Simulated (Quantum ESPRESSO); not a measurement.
ZrC in Quantum ESPRESSO: the effect of target pressure

Crystal: ZrC.

```xyz
2
Lattice="0.0000 2.3650 2.3650 2.3650 0.0000 2.3650 2.3650 2.3650 0.0000" Properties=species:S:1:pos:R:3 pbc="T T T"
Zr    2.3650    2.3650    2.3650
C     0.0000    0.0000    0.0000
```

Alike in all runs:

```yaml
Program: Quantum ESPRESSO 7.5
Task: relaxation of cell and atoms
Functional: PBEsol
Potentials_or_basis: GBRV 1.5 PBEsol
Cutoff: 707 eV
Density_cutoff: 5633 eV
k_mesh: 10 × 10 × 10
Occupations: fermi-dirac, width 0.05 eV
Spin: no spin polarisation
```

Each run relaxes the cell or the atoms first.

Question: One run gave: relaxed volume 11.82 Å³/atom. Which target pressure did it use?
A. 20 GPa
B. 2 GPa
C. 30 GPa
D. 5 GPa
E. 10 GPa

Answer: A.

| target pressure | relaxed volume (Å³/atom) |
| --- | --- |
| 0 GPa | 12.72 |
| 2 GPa | 12.61 |
| 5 GPa | 12.46 |
| 10 GPa | 12.23 |
| 20 GPa | 11.82 |
| 30 GPa | 11.47 |

Runs at the PBE level aren't shown here.
